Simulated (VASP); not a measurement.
# KCl (Sylvite) (Fm-3m) in VASP: settings compared

The runs below take KCl (Sylvite) through single point, with LDA, r2SCAN.

Everything below comes from runs of VASP 6.6.1. Logs are shortened: lines on timing, memory, paths and dates and some standing lists are left out, and cuts for length are marked.

**The experiment to reproduce.**

From a printed reference work, monograph, for a bulk crystal of KCl: band gap 8.68 eV.

The results are compared with them further down.

## (1) The cell of the first run

It takes space group Fm-3m (No. 225, cubic). The conventional cell has a = 6.335 Å, b = 6.335 Å, c = 6.335 Å, α = 90.00°, β = 90.00°, γ = 90.00°. K (site symmetry m-3m) has 6 Cl at 3.17 Å within 4.2 Å. Cl (site symmetry m-3m) has 6 K at 3.17 Å within 4.2 Å.

## (2) Single point, LDA

The input, INCAR:

```
  PREC = Accurate
  ENCUT = 520
  EDIFF = 1E-6
  ISMEAR = -1
  SIGMA = 0.05
  LREAL = F
  LASPH = T
  NELM = 80
  ALGO = Normal
  ISIF = 2
  LWAVE = F
  LCHARG = F
  NBANDS = 15
```

The input, KPOINTS:

```
Automatic mesh
0
Gamma
  7 7 7
```

The input, POSCAR:

```
KCl
1.0
    0.0000000000      3.1673081569      3.1673081569
    3.1673081569      0.0000000000      3.1673081569
    3.1673081569      3.1673081569      0.0000000000
K Cl
1 1
Direct
    0.0000000000      0.0000000000      0.0000000000
    0.5000000000      0.5000000000      0.5000000000
```

Potentials or basis: VASP PAW LDA potentials, release 64 (K_sv, Cl).

Launch:

```console
> cat potpaw_LDA.64/K_sv/POTCAR potpaw_LDA.64/Cl/POTCAR > POTCAR
> mpirun -np 1 vasp_std > vasp.out
```

OUTCAR:

```text
PREC = Accurate
   ENCUT = 520
   EDIFF = 1E-6
   ISMEAR = -1
   LREAL = F
   LASPH = T
   NELM = 80
   ISIF = 2

 ion  position               nearest neighbor table
   1  0.000  0.000  0.000-   2 3.17   2 3.17   2 3.17   2 3.17   2 3.17   2 3.17
   2  0.500  0.500  0.500-   1 3.17   1 3.17   1 3.17   1 3.17   1 3.17   1 3.17

  LATTYP: Found a face centered cubic cell.
 ALAT       =     6.3346163138

  Lattice vectors:

 A1 = (   0.0000000000,   3.1673081569,   3.1673081569)
 A2 = (   3.1673081569,   0.0000000000,   3.1673081569)
 A3 = (   3.1673081569,   3.1673081569,   0.0000000000)

Analysis of symmetry for initial positions (statically):
=====================================================================
 Subroutine PRICEL returns:
 Original cell was already a primitive cell.

 Routine SETGRP: Setting up the symmetry group for a
 face centered cubic supercell.

 Subroutine GETGRP returns: Found 48 space group operations
 (whereof 48 operations were pure point group operations)
 out of a pool of 48 trial point group operations.

The static configuration has the point symmetry O_h .

Analysis of symmetry for dynamics (positions and initial velocities):
=====================================================================
 Subroutine PRICEL returns:
 Original cell was already a primitive cell.

 Routine SETGRP: Setting up the symmetry group for a
 face centered cubic supercell.

 Subroutine GETGRP returns: Found 48 space group operations
 (whereof 48 operations were pure point group operations)
 out of a pool of 48 trial point group operations.

The dynamic configuration has the point symmetry O_h .

 Subroutine INISYM returns: Found 48 space group operations
 (whereof 48 operations are pure point group operations),
 and found     1 'primitive' translations

----------------------------------------------------------------------------------------

                                     Primitive cell

  volume of cell :      63.5479

  direct lattice vectors                    reciprocal lattice vectors
     0.000000000  3.167308157  3.167308157    -0.157862758  0.157862758  0.157862758
     3.167308157  0.000000000  3.167308157     0.157862758 -0.157862758  0.157862758
     3.167308157  3.167308157  0.000000000     0.157862758  0.157862758 -0.157862758

  length of vectors
     4.479250152  4.479250152  4.479250152     0.273426317  0.273426317  0.273426317

  position of ions in fractional coordinates (direct lattice)
[... 8 lines left out ...]
----------------------------------------------------------------------------------------

 KPOINTS: Automatic mesh

Automatic generation of k-mesh.
 Grid dimensions read from file:
 generate k-points for:    7    7    7

 Generating k-lattice:

  Cartesian coordinates                     Fractional coordinates (reciprocal lattice)
    -0.022551823  0.022551823  0.022551823     0.142857143  0.000000000  0.000000000
     0.022551823 -0.022551823  0.022551823     0.000000000  0.142857143  0.000000000
     0.022551823  0.022551823 -0.022551823     0.000000000  0.000000000  0.142857143

  Length of vectors
     0.039060902  0.039060902  0.039060902

  Shift w.r.t. Gamma in fractional coordinates (k-lattice)
     0.000000000  0.000000000  0.000000000

 Subroutine IBZKPT returns following result:
 ===========================================

 Found     20 irreducible k-points:

 Following reciprocal coordinates:
            Coordinates               Weight
  0.000000  0.000000  0.000000      1.000000
  0.142857  0.000000  0.000000      8.000000
  0.285714  0.000000  0.000000      8.000000
  0.428571  0.000000  0.000000      8.000000
  0.142857  0.142857  0.000000      6.000000
  0.285714  0.142857  0.000000     24.000000
[... 12 lines left out ...]
 -0.428571  0.428571  0.142857     24.000000
 -0.285714  0.428571  0.142857     24.000000
   k-points           NKPTS =     20   k-points in BZ     NKDIM =     20   number of bands    NBANDS=     15
   number of dos      NEDOS =    301   number of ions     NIONS =      2
   total plane-waves  NPLWV =  46656
   dimension x,y,z NGX =    36 NGY =   36 NGZ =   36
   dimension x,y,z NGXF=    72 NGYF=   72 NGZF=   72
   ions per type =               1   1
   NGX,Y,Z   is equivalent  to a cutoff of  13.36, 13.36, 13.36 a.u.
   NGXF,Y,Z  is equivalent  to a cutoff of  26.72, 26.72, 26.72 a.u.
 SYSTEM =  unknown system
   PREC   = accura    normal or accurate (medium, high low for compatibility)
   ISTART =      0    job   : 0-new  1-cont  2-samecut
   ICHARG =      2    charge: 1-file 2-atom 10-const
   ISPIN  =      1    spin polarized calculation?
   LNONCOLLINEAR =      F non collinear calculations
   LSORBIT =      F    spin-orbit coupling
   LASPH  =      T    aspherical Exc in radial PAW
   ENCUT  =  520.0 eV  38.22 Ry    6.18 a.u.   8.33  8.33  8.33*2*pi/ulx,y,z
   NELM   =     80;   NELMIN=  2; NELMDL= -5     # of ELM steps
   EDIFF  = 0.1E-05   stopping-criterion for ELM
   LREAL  =      F    real-space projection
   EDIFFG = 0.1E-04   stopping-criterion for IOM
   NSW    =      0    number of steps for IOM
   IBRION =     -1    ionic relax: 0-MD 1-quasi-New 2-CG
   NFREE  =      0    steps in history (QN), initial steepest desc. (CG)
   ISIF   =      2    stress and relaxation
   ISYM   =      2    0-nonsym 1-usesym 2-fastsym
   POTIM  = 0.5000    time-step for ionic-motion
   TEBEG  =    0.0;   TEEND  =   0.0 temperature during run
   PSTRESS=    0.0 pullay stress
   NELECT =      16.0000    total number of electrons
   NUPDOWN=      -1.0000    fix difference up-down
   EMIN   =  10.00;   EMAX   =-10.00  energy-range for DOS
   EFERMI =   0.00;   METHOD = LEGACY
   ISMEAR =    -1;   SIGMA  =   0.05  broadening in eV -4-tet -1-fermi 0-gaus
   EFERMI_NEDOS =   21; number of points for ismear=-14 and -15
   IALGO  =     38    algorithm
   IMIX   =      4    mixing-type and parameters
     AMIX     =   0.40;   BMIX     =  1.00
     AMIX_MAG =   1.60;   BMIX_MAG =  1.00
  volume/ion in A,a.u.               =      31.77       214.42
  Fermi-wavevector in a.u.,A,eV,Ry     =   1.033748  1.953500 14.539649  1.068634
  Thomas-Fermi vector in A             =   2.168009
   LORBIT       =      0    0 simple, 1 ext, 2 COOP (PROOUT), +10 PAW based schemes
   GGA     = CA    functional components
   LHFCALC =     F    Hartree Fock is set to
   AEXX    =    0.0000 exact exchange contribution
   IVDW    =     0    specifies the selected vdW correction
   LEPSILON=     F    determine dielectric tensor
   LRPA    =     F    only Hartree local field effects (RPA)
 non-spin polarized calculation
  energy-cutoff  :      520.00
  volume of cell :       63.55
 maximum number of plane-waves:      1729
 NGX is ok and might be reduce to    36
   NGX = 17   NGY = 17   NGZ = 17

 number of electron      15.9999997 magnetization

 Free energy of the ion-electron system (eV)
  ---------------------------------------------------
  ext. energy  EPLUGINS =         0.00000000
  ---------------------------------------------------
  free energy    TOTEN  =        -7.35416623 eV

  energy without entropy =       -7.35416623  energy(sigma->0) =       -7.35416623

 E-fermi :  -1.0752     XC(G=0):  -8.0289

 val. band max:       -2.1613894470   @ k =   0.0000   0.0000   0.0000
 cond. band min:       2.5218903393   @ k =   0.0000   0.0000   0.0000
 fundamental gap:      4.6832797863
 Fermi energy:        -1.0752022648

 k-point     1 :       0.0000    0.0000    0.0000
  band No.  band energies     occupation
      1     -29.0401      2.00000
      2     -14.1650      2.00000
      3     -12.7374      2.00000
      4     -12.7374      2.00000
      5     -12.7374      2.00000
      6      -2.1614      2.00000
      7      -2.1614      2.00000
      8      -2.1614      2.00000
      9       2.5219      0.00000
     10       5.9139      0.00000
     11       5.9139      0.00000
     12       5.9139      0.00000
     13       6.8347      0.00000
     14       6.8347      0.00000
     15      10.2435      0.00000

 k-point     2 :       0.1429    0.0000    0.0000
  band No.  band energies     occupation
      1     -29.0381      2.00000
      2     -14.2041      2.00000
      3     -12.7393      2.00000
      4     -12.7393      2.00000
      5     -12.6886      2.00000
      6      -2.4176      2.00000
      7      -2.2273      2.00000
      8      -2.2273      2.00000
      9       3.0102      0.00000
     10       5.7476      0.00000
     11       6.1671      0.00000
     12       6.1671      0.00000
     13       7.1049      0.00000
     14       7.1049      0.00000
     15      11.0086      0.00000

 k-point     3 :       0.2857    0.0000    0.0000
  band No.  band energies     occupation
      1     -29.0336      2.00000
      2     -14.2841      2.00000
      3     -12.7435      2.00000
      4     -12.7435      2.00000
      5     -12.5865      2.00000
      6      -2.8937      2.00000
      7      -2.3686      2.00000
      8      -2.3686      2.00000
      9       4.0684      0.00000
     10       5.6607      0.00000
     11       6.8739      0.00000
     12       6.8739      0.00000
     13       7.8226      0.00000
     14       7.8226      0.00000
     15      10.7273      0.00000
[... 271 lines left out ...]
 k-point    19 :      -0.4286    0.4286    0.1429
  band No.  band energies     occupation
      1     -29.0268      2.00000
      2     -14.1480      2.00000
      3     -12.8383      2.00000
      4     -12.8074      2.00000
      5     -12.6945      2.00000
      6      -2.8334      2.00000
      7      -2.5291      2.00000
      8      -2.4917      2.00000
      9       4.6116      0.00000
     10       5.8779      0.00000
     11       6.9608      0.00000
     12       7.9593      0.00000
     13       8.2923      0.00000
     14       9.0552      0.00000
     15       9.5081      0.00000

 k-point    20 :      -0.2857    0.4286    0.1429
  band No.  band energies     occupation
      1     -29.0265      2.00000
      2     -14.1755      2.00000
      3     -12.8440      2.00000
      4     -12.8076      2.00000
      5     -12.6478      2.00000
      6      -2.7643      2.00000
      7      -2.6885      2.00000
      8      -2.5357      2.00000
      9       5.1903      0.00000
     10       5.8751      0.00000
     11       6.9236      0.00000
     12       7.3902      0.00000
     13       8.9355      0.00000
     14       9.0234      0.00000
     15       9.7823      0.00000

------------------------ aborting loop because EDIFF is reached ----------------------------------------

  FORCE on cell =-STRESS in cart. coord.  units (eV):
  Direction    XX          YY          ZZ          XY          YZ          ZX
  --------------------------------------------------------------------------------------
  -------------------------------------------------------------------------------------
  Total       -0.8671280     -0.8671280     -0.8671280     -0.0000000      0.0000000      0.0000000
  in kB      -21.8621481    -21.8621481    -21.8621481     -0.0000000      0.0000000      0.0000000
  external PRESSURE =     -21.8621481 kB  Pullay stress =       0.0000000 kB

 VOLUME and BASIS-vectors are now :
 -----------------------------------------------------------------------------
  energy-cutoff  :      520.00
  volume of cell :       63.55
      direct lattice vectors                 reciprocal lattice vectors
     0.000000000  3.167308157  3.167308157    -0.157862758  0.157862758  0.157862758
     3.167308157  0.000000000  3.167308157     0.157862758 -0.157862758  0.157862758
     3.167308157  3.167308157  0.000000000     0.157862758  0.157862758 -0.157862758

 POSITION                                       TOTAL-FORCE (eV/Angst)
 -----------------------------------------------------------------------------------
      0.00000      0.00000      0.00000         0.000000      0.000000     -0.000000
      3.16731      3.16731      3.16731        -0.000000     -0.000000      0.000000
 -----------------------------------------------------------------------------------
    total drift:                                0.000000      0.000000      0.000000

  FREE ENERGIE OF THE ION-ELECTRON SYSTEM (eV)
  ---------------------------------------------------
  free  energy   TOTEN  =        -7.3541662280 eV

  energy  without entropy=       -7.3541662279  energy(sigma->0) =       -7.35416623
```

It took 12 s on 1 thread of Intel Xeon 6975P-C (Granite Rapids), shared host; peak memory 0.17 GiB.

Results:

```yaml
Free_energy: -7.3542 eV
Pressure: -2.2 GPa
Band_gap_on_the_k_mesh: 4.68 eV, direct
```

## (3) Single point, LDA

This run uses another cell than the first one, of 32.40 Å³/atom, 1.020 times its volume.

The input, INCAR:

```
PREC     = Accurate       # precision mode
ENCUT    = 520            # plane-wave cutoff, eV
EDIFF    = 1E-6           # SCF threshold, eV
ISMEAR   = -1             # smearing method
SIGMA    = 0.05           # smearing width, eV
LREAL    = False          # projectors in reciprocal space
LASPH    = True           # aspherical terms in the spheres
NELM     = 60             # most SCF steps
ALGO     = Normal         # electronic algorithm
ISIF     = 2              # what is computed and relaxed
LWAVE    = False          # write WAVECAR
LCHARG   = False          # write CHGCAR
GGA      = CA             # functional
NBANDS   = 15             # bands
```

The input, KPOINTS:

```
regular mesh
0
Gamma
  7 7 7
```

The input, POSCAR:

```
KCl
1.0
    0.0000000000      3.1878756693      3.1878756693
    3.1878756693      0.0000000000      3.1878756693
    3.1878756693      3.1878756693      0.0000000000
K Cl
1 1
Direct
    0.0000000000      0.0000000000      0.0000000000
    0.5000000000      0.5000000000      0.5000000000
```

Potentials or basis: VASP PAW LDA potentials, release 64 (K_sv, Cl).

Launch:

```console
> cat potpaw_LDA.64/K_sv/POTCAR potpaw_LDA.64/Cl/POTCAR > POTCAR
> mpirun -np 1 vasp_std > vasp.out
```

OUTCAR:

```text
PREC = Accurate
   ENCUT = 520
   EDIFF = 1E-6
   ISMEAR = -1
   LREAL = False
   LASPH = True
   NELM = 60
   ISIF = 2
   GGA = CA

 ion  position               nearest neighbor table
   1  0.000  0.000  0.000-   2 3.19   2 3.19   2 3.19   2 3.19   2 3.19   2 3.19
   2  0.500  0.500  0.500-   1 3.19   1 3.19   1 3.19   1 3.19   1 3.19   1 3.19

  LATTYP: Found a face centered cubic cell.
 ALAT       =     6.3757513386

  Lattice vectors:

[... 539 lines left out ...]

------------------------ aborting loop because EDIFF is reached ----------------------------------------

  FORCE on cell =-STRESS in cart. coord.  units (eV):
  Direction    XX          YY          ZZ          XY          YZ          ZX
  --------------------------------------------------------------------------------------
  -------------------------------------------------------------------------------------
  Total       -0.9765382     -0.9765382     -0.9765382     -0.0000000      0.0000000      0.0000000
  in kB      -24.1471410    -24.1471410    -24.1471410     -0.0000000      0.0000000      0.0000000
  external PRESSURE =     -24.1471410 kB  Pullay stress =       0.0000000 kB

 VOLUME and BASIS-vectors are now :
 -----------------------------------------------------------------------------
  energy-cutoff  :      520.00
  volume of cell :       64.79
      direct lattice vectors                 reciprocal lattice vectors
     0.000000000  3.187875669  3.187875669    -0.156844260  0.156844260  0.156844260
     3.187875669  0.000000000  3.187875669     0.156844260 -0.156844260  0.156844260
     3.187875669  3.187875669  0.000000000     0.156844260  0.156844260 -0.156844260

 POSITION                                       TOTAL-FORCE (eV/Angst)
 -----------------------------------------------------------------------------------
      0.00000      0.00000      0.00000         0.000000     -0.000000      0.000000
      3.18788      3.18788      3.18788         0.000000      0.000000     -0.000000
 -----------------------------------------------------------------------------------
    total drift:                                0.000000      0.000000      0.000000

  FREE ENERGIE OF THE ION-ELECTRON SYSTEM (eV)
  ---------------------------------------------------
  free  energy   TOTEN  =        -7.3366162675 eV

  energy  without entropy=       -7.3366162675  energy(sigma->0) =       -7.33661627
```

stdout:

```text
POSCAR found type information on POSCAR K Cl
 POSCAR found :  2 types and       2 ions
 scaLAPACK will be used
 LDA part: xc-table for (Slater(with rela. corr.)+CA(PZ))
 , standard interpolation
 POSCAR, INCAR and KPOINTS ok, starting setup
 FFT: planning ... GRIDC
 FFT: planning ... GRID_SOFT
 FFT: planning ... GRID
 WAVECAR not read
 entering main loop
```

Run time: 14 s. Hardware: 1 thread of Intel Xeon 6975P-C (Granite Rapids), shared host; peak memory 0.17 GiB.

What came out:

- Free energy: -7.3366 eV
- Pressure: -2.4 GPa
- Band gap on the k mesh: 4.62 eV, direct

Levels at points of the mesh, in eV from the valence-band top:
| k point | band 5 | band 6 | band 7 | band 8 | band 9 | band 10 | band 11 | band 12 |
| --- | --- | --- | --- | --- | --- | --- | --- | --- |
| (0.00, 0.00, 0.00) | -10.62 | 0.00 | 0.00 | 0.00 | 4.62 | 8.06 | 8.06 | 8.06 |

[end of part 1 of 2]
